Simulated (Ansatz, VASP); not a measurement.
**One calculation of Mg, two programs**

```xyz
1
Lattice="0.0000 2.2443 2.2443 2.2443 0.0000 2.2443 2.2443 2.2443 0.0000" Properties=species:S:1:pos:R:3 pbc="T T T"
Mg    0.0000    0.0000    0.0000
```

This isn't the form of Mg at room conditions, which is hcp.

Alike in both runs: functional r2SCAN; k mesh 10 × 10 × 10; occupations methfessel-paxton of order 1, width 0.1 eV; collinear spin.

```csv
,VASP,Ansatz
version,VASP 6.6.1,Ansatz 0.2.0
potentials or method,"VASP PAW PBE potentials, release 64 (Mg)",SPMS NC
plane-wave cutoff (eV),520,762
valence electrons in the cell,2,10
task,single point,electrostatic potential
```

|  | VASP | Ansatz | Ansatz less VASP |
| --- | --- | --- | --- |
| gap on the k mesh at the Fermi level (eV) | none | none | - |
| pressure (GPa) | 0.0 | 1.0 | +1.07 |
| net moment per atom (μB) | 0.00 | 0.00 | 0.000 |

A gap of «none» marks a metal or a gap that the smearing closes. The functional is the same, so the differences come from potentials, cutoffs and numerics. The two sets of potentials don't hold the same shells in valence.

Caveats: the PAW data sets were made with another functional, which shifts forces and pressure a little (VASP); the meta-GGA runs on potentials made for a GGA (Ansatz); the potentials were made for another functional, which shifts forces and pressure (Ansatz); the starting moments weren't kept (Ansatz).
